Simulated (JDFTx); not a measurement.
Crystal: CuO.

```xyz
2
Lattice="2.5526 0.0000 0.0000 0.0000 2.5526 0.0000 0.0000 0.0000 2.5526" Properties=species:S:1:pos:R:3 pbc="T T T"
Cu    0.0000    0.0000    0.0000
O     1.2763    1.2763    1.2763
```

Measurements of this composition are mostly on another form, of space group No. 15.

* Program: JDFTx 1.7.0 (patched build)
* Task: relaxation of cell and atoms
* Functional: RPBE
* Potentials or basis: SG15-PBE-1.2 with smoothed tails
* Cutoff: 1361 eV
* Density cutoff: 10885 eV
* k mesh: 5 × 5 × 5
* Occupations: fermi-dirac, width 0.05 eV
* Spin: no spin polarisation

At the start: pressure 27.5 GPa; volume 8.32 Å³/atom.

Question: Where does the relaxation end?

Answer: Over 7 steps the energy falls by 89.7 meV/atom and the volume is 9.50 Å³/atom (+14.3 %); space group Pm-3m (No. 221, to 0.05 Å).

The path:
```tsv
step	energy change (eV)	largest force (eV/Å)	pressure (GPa)	volume (Å³)
1	0.0000	0.0000	27.55	16.63
2	-0.0364	0.0000	23.97	16.86
3	-0.1739	0.0000	3.94	18.55
4	-0.1792	0.0000	0.77	18.91
5	-0.1794	0.0000	0.12	18.99
6	-0.1794	0.0000	0.02	19.00
7	-0.1794	0.0000	0.01	19.01
```

Final structure:
```
CELL_PARAMETERS angstrom
2.66867 0.00000 0.00000
0.00000 2.66867 0.00000
0.00000 0.00000 2.66867
ATOMIC_POSITIONS crystal
Cu 0.00000 0.00000 0.00000
O 0.50000 0.50000 0.50000
```

Caveat: the k mesh is coarse (spacing up to 0.49 Å⁻¹), so the values aren't converged; the plane waves are those of the starting cell, so after so large a change of volume the result is rough; the potentials were made for another functional, which shifts forces and pressure; an odd number of electrons without spin polarisation forces a metal; a magnetic or distorted state may lie lower; the run has no spin polarisation, though such a crystal can be magnetic.
